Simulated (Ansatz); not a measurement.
# HfO₂ (Pca2_1): gap against strain (uniaxial along z, other directions held)

HfO₂ (Pca2_1) from a database structure, relaxed with r2SCAN in the PAW code Ansatz, then strained (uniaxial along z, other directions held; changes of length per length, axes as in the cell below) with the atoms relaxed again within the symmetry that is left. The symmetry is Pca2_1 (No. 29, orthorhombic); a = 5.247 Å, b = 5.030 Å, c = 5.059 Å in the conventional setting, 11.13 Å³ an atom. Hf has 7 O at 2.03–2.24 Å; O has 3 Hf at 2.03–2.14 Å; O has 4 Hf at 2.12–2.24 Å. No spin polarisation and no zero-point or thermal motion.

```xyz
12
Lattice="5.2465 0.0000 0.0000 0.0000 5.0304 0.0000 0.0000 0.0000 5.0593" Properties=species:S:1:pos:R:3 pbc="T T T"
Hf    0.1706    1.3432    1.2197
Hf    2.4527    1.3432    3.7494
Hf    2.7938    3.6872    1.2197
Hf    5.0759    3.6872    3.7494
O     1.9257    0.3522    1.9264
O     0.6976    0.3522    4.4561
O     3.8414    2.3195    2.4848
O     4.0284    2.3195    5.0145
O     1.4052    2.7109    5.0145
O     1.2181    2.7109    2.4848
O     4.5489    4.6782    1.9264
O     3.3209    4.6782    4.4561
```

Gaps are the least over each mesh (PBE 6×6×6, r2SCAN 6×6×6, HSE06 4×4×4 when unstrained) and the special points, which keep their unstrained names; stress is the change from the unstrained cell, compression positive.

```csv
strain (%),"gap, PBE (eV)","gap, r2SCAN (eV)","gap, HSE06 (eV)","edges, HSE06","stress along the strain, r2SCAN (GPa)","energy rise, r2SCAN (meV/atom)"
-3.0,4.547,5.077,6.214,"Γ–Y (0.10) → (0.224, -1/2, 0.359)",+12.08,12.8
-2.0,4.502,5.028,6.165,"Γ–Y (0.06) → (0.240, -1/2, 0.359)",+8.16,5.7
-1.0,4.462,4.983,6.122,"Γ → (0.255, -1/2, 0.354)",+4.11,1.4
0.0,4.425,4.943,6.083,"Γ → (0.266, -1/2, 0.354)",0.00,0.0
+1.0,4.390,4.905,6.047,"Γ → (0.271, -1/2, 0.354)",-4.10,1.4
+2.0,4.360,4.871,6.015,"Γ → (0.276, -1/2, 0.359)",-8.12,5.6
+3.0,4.329,4.837,5.983,"Γ → (0.276, -1/2, 0.359)",-12.04,12.6
```

Between zero and the nearest strains the slope of the HSE06 gap against strain is -0.039 eV per percent for negative and -0.036 for positive strain.

No spin-orbit coupling is included; it can move band edges with weight on the heavy atoms by tenths of an eV.

Where an edge lies off the special points, it is a point of the mesh or the k point where a search put PBE's edge or least direct gap, reused for the other functionals, whose own edges may lie a little apart.

Coordinates of k points refer to the reciprocal vectors of the primitive cell of the runs.

The meshes of the hybrids are coarse, so their gaps aren't converged to the digits shown.
